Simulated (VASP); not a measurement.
ZrC, 2 atoms in the cell. It takes space group Fm-3m (No. 225, cubic). The conventional cell has a = 4.711 Å, b = 4.711 Å, c = 4.711 Å, α = 90.00°, β = 90.00°, γ = 90.00°. Zr (site symmetry m-3m) has 6 C at 2.36 Å as nearest neighbours. C (site symmetry m-3m) has 6 Zr at 2.36 Å as nearest neighbours. 

* Program: VASP 6.6.1
* Task: relaxation of cell and atoms
* Functional: PBE
* Potentials or basis: VASP PAW PBE potentials, release 64 (Zr_sv, C)
* Cutoff: 520 eV
* k mesh: 16 × 16 × 16
* Occupations: gaussian, width 0.1 eV
* Spin: no spin polarisation
* Further INCAR settings: ALGO = Normal; EDIFF = 1e-07; IBRION = 2; EDIFFG = -0.002; NSW = 80; ISIF = 3

Potentials or basis: VASP PAW PBE potentials, release 64 (Zr_sv, C).

Launch:

```bash
$ cat potpaw_PBE.64/Zr_sv/POTCAR potpaw_PBE.64/C/POTCAR > POTCAR
$ mpirun -np 1 vasp_std > vasp.out
```

Hardware: 1 thread of Intel(R) Xeon(R) Platinum 8488C (Sapphire Rapids) (shared host).

Q: How long does it take, and how much memory?

A: Wall time 100 s on 1 thread of Intel(R) Xeon(R) Platinum 8488C (Sapphire Rapids) (shared host), peak memory 0.2 GiB. Counts: scf iterations 43, k points 145, ion steps 11.
